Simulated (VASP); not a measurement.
Crystal: C.

```
C
1.0
     2.52210    0.00000    0.00000
    -1.26105    2.18420    0.00000
     0.00000    0.00000    8.23710
C
8
Cartesian
  1.2611 0.7281 6.9501
  0.0000 1.4561 2.8315
  1.2611 0.7281 5.4056
  0.0000 1.4561 1.2870
  0.0000 0.0000 7.4649
  0.0000 0.0000 3.3463
  0.0000 0.0000 4.8908
  0.0000 0.0000 0.7722
```

This is a hexagonal form of diamond, not graphite.

Base run:

- Program: VASP 6.6.1
- Functional: PBE
- Potentials or basis: VASP PAW PBE potentials, release 64 (C)
- Cutoff: 520 eV
- k mesh: 12 × 12 × 4
- Occupations: fermi-dirac, width 0.05 eV
- Spin: no spin polarisation

Its results: band gap on the k mesh 4.41 eV, indirect (least direct gap 5.18 eV); pressure 2.9 GPa; largest force 0.329 eV/Å.

Problem. The run is repeated on the same cell with these changes: functional from PBE to PBEsol. What comes out?

Solution. Band gap on the k mesh 4.27 eV, indirect (least direct gap 5.12 eV); pressure -3.3 GPa; largest force 0.330 eV/Å.

PBEsol binds more tightly than PBE, so the same cell stands under less pressure.

Caveats: the PAW data sets were made with another functional, which shifts forces and pressure a little (some runs).

A k mesh can miss the band edges.
